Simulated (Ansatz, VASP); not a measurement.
## Two plane-wave programs on ZnSe

```
CELL_PARAMETERS angstrom
0.00000 2.69254 2.69254
2.69254 0.00000 2.69254
2.69254 2.69254 0.00000
ATOMIC_POSITIONS crystal
Zn 0.00000 0.00000 0.00000
Se 0.75000 0.75000 0.75000
```

Alike in both runs: functional PBEsol; k mesh 10 × 10 × 10; no spin polarisation.

Ansatz relaxed the structure, and its values are those at the end. VASP's run is a single point on that final structure, the one shown.

|  | VASP | Ansatz |
| --- | --- | --- |
| version | VASP 6.6.1 | Ansatz 0.2.0 |
| potentials or method | VASP PAW PBE potentials, release 64 (Zn, Se) | scalar-relativistic, plane waves, PAW |
| plane-wave cutoff (eV) | 520 | 420 |
| occupations | gaussian, width 0.01 eV | fixed |
| valence electrons in the cell | 18 | 28 |

VASP gave:

```
gap on the k mesh at the Fermi level (eV) : 1.82
least direct gap on the mesh (eV)         : 1.82
pressure (GPa)                            : 12.4
```

Task: Estimate Ansatz's values.

Result: gap on the k mesh at the Fermi level (eV): 1.80; least direct gap on the mesh (eV): 1.80; pressure (GPa): 12.0.

The two sets of potentials don't hold the same shells in valence.

Caveats: the PAW data sets were made with another functional, which shifts forces and pressure a little (VASP). PBEsol gaps usually lie below the measured ones, often by a third to a half.
